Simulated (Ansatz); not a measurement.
# Sn3GeO8: the cost of one run

Code: Ansatz 0.2.0. PAW datasets, plane waves, zero pressure. No spin polarisation. The prototype was imposed, so other structures may be more stable.

## 1. The system as given

The symmetry is Cmmm (No. 65, orthorhombic); conventional cell a = 6.651 Å, b = 6.651 Å, c = 6.332 Å, 11.67 Å³ an atom. Around Sn lie 6 O at 2.04 Å; around O lie 2 Sn at 2.04 Å and 1 Ge at 2.04 Å; around O lie 3 Sn at 2.04 Å; around Ge lie 6 O at 2.04 Å.

Coordinates:

```
Sn O Ge
1.0
     3.32559   -3.32559    0.00000
     3.32559    3.32559    0.00000
     0.00000    0.00000    6.33190
Sn O Ge
3 8 1
Direct
  0.50000 0.50000 0.25000
  0.00000 0.00000 0.00000
  0.50000 0.50000 0.75000
  0.19403 0.19403 0.25000
  0.80597 0.80597 0.25000
  0.69403 0.30597 0.00000
  0.30597 0.69403 0.00000
  0.19403 0.19403 0.75000
  0.80597 0.80597 0.75000
  0.69403 0.30597 0.50000
  0.30597 0.69403 0.50000
  0.00000 0.00000 0.50000
```

## 2. Relaxing with PBE

The input, input.yaml:

```yaml
crystal:
  lattice:
    - [3.32558824, -3.32558824, 0.0]
    - [3.32558824, 3.32558824, 0.0]
    - [0.0, 0.0, 6.33189614]
  atoms:
    - { symbol: Sn, position: [0.5, 0.5, 0.25] }
    - { symbol: Sn, position: [0.0, 0.0, 0.0] }
    - { symbol: O, position: [0.1940277, 0.1940277, 0.25] }
    - { symbol: O, position: [0.8059723, 0.8059723, 0.25] }
    - { symbol: O, position: [0.6940277, 0.3059723, 0.0] }
    - { symbol: O, position: [0.3059723, 0.6940277, 0.0] }
    - { symbol: Sn, position: [0.5, 0.5, 0.75] }
    - { symbol: Ge, position: [0.0, 0.0, 0.5] }
    - { symbol: O, position: [0.1940277, 0.1940277, 0.75] }
    - { symbol: O, position: [0.8059723, 0.8059723, 0.75] }
    - { symbol: O, position: [0.6940277, 0.3059723, 0.5] }
    - { symbol: O, position: [0.3059723, 0.6940277, 0.5] }
kpoints:
  mp_grid: { grid: [6, 6, 4] }
hamiltonian:
  xc: pbe
scf:
  occupations: { method: fermi_dirac, width: 0.02 }
relax:
  f_tol: 0.005
  cell: {}
```

**Question.** How long does this run take on 1 × NVIDIA H100 80GB HBM3 with 2 threads of AMD EPYC 7R13 (Zen 3), shared host, and how much memory does it need?

About 52 s, with a peak of 1.2 GiB on the host.
